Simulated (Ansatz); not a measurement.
A 2-atom cell of NaF from a published structure, relaxed with r2SCAN in the plane-wave code Ansatz: space group Fm-3m (No. 225), cubic; a = 4.594 Å in the conventional setting, 12.12 Å³ an atom. Na is surrounded by 6 F at 2.30 Å; F is surrounded by 6 Na at 2.30 Å. The cell was then strained (x, y and z are the cube axes), with the atoms relaxed again; stress is positive in compression. Spin-unpolarised calculation; the starting structure is a published one, and the numbers are computed.

- Uniaxial +1.02 % along x, other directions held: r2SCAN's stress changes by -1.13 GPa along the strain and -0.22 GPa across it.
- Isotropic +1.91 % on every length: the pressure changes by -2.71 GPa, and the HSE06 gap (Γ) goes from 8.635 to 8.298 eV.

Problem. Estimate C₁₁, C₁₂ and the bulk modulus from the uniaxial step.

Solution. With compression positive, C₁₁ ≈ −Δσ∥/ε = (+1.13)/(+0.0102) = 111 GPa and C₁₂ ≈ (+0.22)/(+0.0102) = 22 GPa; B = (C₁₁ + 2C₁₂)/3 = 51 GPa. A one-sided step carries third-order terms: it reads low by some per cent.

Problem. What bulk modulus does the isotropic step give?

Solution. Δ ln V = 3 ln(1.0191) = +0.0568, so B ≈ −ΔP/Δ ln V = 48 GPa, against 51 GPa from C₁₁ and C₁₂; one-sided steps of finite size carry third-order terms.

Problem. Give the volume deformation potential of that gap and its pressure coefficient.

Solution. a_V = ΔE_g/Δ ln V = (-0.337)/(+0.0568) = -5.94 eV; dE_g/dP = −a_V/B = +124 meV/GPa, with HSE06's gap and r2SCAN's modulus.

The meshes of the hybrids are coarse, so their gaps aren't converged to the digits shown.
